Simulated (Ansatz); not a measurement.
An Ansatz run on a 3-atom cell of Se (P3_121) from a materials database left the output below. Cell and atoms come from a relaxation with r2SCAN+rVV10.

Structure:
```
CELL_PARAMETERS angstrom
4.29266 0.00000 0.00000
-2.14633 3.71755 0.00000
0.00000 0.00000 5.04085
ATOMIC_POSITIONS crystal
Se 0.22847 0.00000 0.33333
Se 0.00000 0.22847 0.66667
Se 0.77153 0.77153 0.00000
```

Abridged output:
```
Pseudopotential: Se, paw, valence charge 16, recommended cutoff 420 eV (normal)
Functional definition: PBE
Crystal: 3 atoms, lattice volume = 80.443 Å³
Basis set: ecut = 420 eV, 1547 PW (Γ)
Bands: 29, of which v1, the nominal top of the filled ones, is band 24 counted from 1 (23 counted from 0)
Symmetry: 6 space group operations
Space group: P3121 (ITA 152)
k-points: 24 of 144 (time reversal used)
SCF 1 converged in 6 iterations: F = -16407.205675 eV  dr2 = 5.74e-8
SCF converged after 6 iterations
Free energy (F): -16407.205675 eV
Fermi energy:    7.073989 eV
--- Per-component energies (eV) ---
  E_band       = -1216.766311
  E_kinetic    = 351.767691
  E_local      = -7636.347024
  E_nonlocal   = -1783.206652
  E_hartree    = 3745.282715
  E_xc         = -310.986178
  E_vxc        = -292.220638
  E_paw        = -5735.932839
  E_vpaw       = 652.664339
  E_ewald      = -5037.781614
--- Band table (eV; the first three rows and the last of 24) ---
  k-point 0: bands = […, 3.3550, 3.3550, 3.4216, 5.1295, 5.1295, 6.6938, 8.8574, 8.8574, 9.2785, 13.3667, …]
  k-point 1: bands = […, 2.7023, 3.5748, 3.7435, 5.2138, 5.5220, 6.3092, 8.4895, 8.5135, 8.8081, 13.7323, …]
  k-point 2: bands = […, 2.2724, 3.8266, 3.8266, 5.6176, 5.6176, 5.8869, 8.2682, 8.3093, 8.3093, 13.2277, …]
  k-point 23: bands = […, 1.3545, 2.1051, 2.1051, 6.0048, 6.9333, 6.9333, 7.9177, 9.7395, 9.7395, 13.8715, …]
--- G₀W₀: contour deformation, 8 samples at zero and on the imaginary axis and 1 off it, 144 q-points, 596 empty bands' worth ---
    ik  band        ε_KS         Σx   Σc(E_QP)       V_xc       Z   E_QP_lin       E_QP  E_QP is
     0    23      5.1295   -17.1304     2.5186   -13.9712  0.6787     4.4606     4.4890  root
     0    24      6.6938   -17.5593     1.8556   -15.0095  0.7178     5.9801     5.9997  root
     0    25      8.8574   -10.9109    -4.1833   -15.1263  0.7220     8.8895     8.8894  root
     0    26      8.8574   -10.9109    -4.1833   -15.1263  0.7220     8.8895     8.8894  root
     2    23      5.6176   -16.8932     2.1841   -14.0646  0.6941     4.9497     4.9732  root
     2    24      5.8869   -17.5110     2.1749   -14.6522  0.7059     5.1802     5.2030  root
     2    25      8.2682   -10.8740    -3.7611   -14.6175  0.7307     8.2507     8.2507  root
     2    26      8.3093    -9.7709    -3.7909   -13.5179  0.7462     8.2654     8.2654  root
     3    23      5.5426   -17.4728     1.9914   -14.8255  0.7031     4.8639     4.8867  root
     3    24      6.4749   -17.3720     1.8440   -14.8469  0.7153     5.7739     5.7938  root
     3    25      8.7872   -10.5234    -4.0257   -14.5504  0.7305     8.7885     8.7885  root
     3    26      8.8822   -10.8193    -4.0792   -14.9079  0.7255     8.8916     8.8916  root
     4    23      5.7400   -17.3325     1.9825   -14.6935  0.7040     5.0616     5.0836  root
     4    24      6.2593   -17.0117     1.6813   -14.6762  0.7154     5.5862     5.6051  root
     4    25      8.5610   -11.0486    -3.7618   -14.7681  0.7295     8.5187     8.5186  root
     4    26      8.6923   -10.1446    -3.9441   -14.0733  0.7370     8.6769     8.6769  root
     5    23      5.6359   -16.9445     1.9719   -14.3390  0.7010     4.9810     5.0023  root
     5    24      5.8997   -17.1645     1.9677   -14.5419  0.7053     5.2233     5.2449  root
     5    25      8.4957   -10.9716    -3.7325   -14.6537  0.7318     8.4453     8.4452  root
     5    26      8.7072   -10.2502    -3.9317   -14.1570  0.7337     8.6823     8.6823  root
     7    23      5.4220   -17.1996     1.8889   -14.6683  0.7036     4.7574     4.7797  root
     7    24      6.1723   -17.3643     1.8678   -14.8279  0.7113     5.4833     5.5036  root
     7    25      8.9212   -10.5412    -3.9838   -14.5083  0.7299     8.9045     8.9045  root
     7    26      9.1956   -10.4827    -4.0939   -14.5706  0.7249     9.1896     9.1896  root
     8    23      5.5087   -16.8717     1.8603   -14.3969  0.6997     4.8727     4.8941  root
     8    24      6.6501   -17.2803     1.3017   -15.3310  0.7256     5.9873     6.0026  root
     8    25      8.6091   -10.9474    -3.6511   -14.5258  0.7347     8.5365     8.5363  root
     8    26      9.2630   -10.5886    -4.1473   -14.7347  0.7213     9.2618     9.2618  root
    11    23      5.3709   -17.0708     1.8868   -14.5426  0.7033     4.7074     4.7296  root
    11    24      6.0845   -17.3834     1.8508   -14.8693  0.7104     5.4006     5.4211  root
    11    25      8.9258   -10.4085    -3.9506   -14.3316  0.7325     8.8983     8.8983  root
    11    26      9.3261   -10.4514    -4.0932   -14.5377  0.7229     9.3192     9.3192  root
    13    23      5.6032   -16.7447     1.9753   -14.1286  0.7029     4.9402     4.9624  root
    13    24      7.0740   -17.1515     0.9399   -15.5832  0.7340     6.4335     6.4457  root
    13    25      8.5890   -11.7115    -3.7952   -15.4835  0.7256     8.5659     8.5659  root
    13    26      9.8795   -10.9544    -4.1939   -15.0931  0.7051     9.8244     9.8242  root
  […]
```

The points are ik 0 = (0, 0, 0) (Γ), ik 2 = (0, 0, -1/2), ik 3 = (0, 1/6, 0), ik 4 = (0, 1/6, 1/4), ik 5 = (0, 1/6, -1/2), ik 7 = (0, 1/3, 0), ik 8 = (0, 1/3, 1/4), ik 11 = (0, -1/2, 0), ik 13 = (0, -1/2, -1/2), ik 19 = (1/6, 1/3, -1/2), ik 23 = (1/3, 1/3, -1/2); band 24 is the last filled one.

Q: Write the input file that gave this output.

A:
```yaml
crystal:
  # lattice and atoms as above
kpoints:
  mp_grid: { grid: [6, 6, 4] }
hamiltonian:
  xc: pbe
scf:
  occupations: { method: fixed }
gw:
  n_empty_bands: 596
  ecut_chi: 220
  qp_bands: [v2, c2]
  qp_kpoints: band_edges
  screening: { model: contour_deformation }
```
The quasiparticle table needs the gw block. This is the file that was run; thresholds and some counts can't be read off the log exactly.

It took 3 min on 1 × NVIDIA H100 80GB HBM3 with 4 threads of AMD EPYC 7R13 Processor (Zen 3), with other jobs on the host, load about 33.8 per core; peak host memory 3.3 GiB.

No spin polarisation and no zero-point or thermal motion.

Spin-orbit coupling is left out.

For so narrow a gap this mesh doesn't settle the screening, and the bands and cutoff are finite.
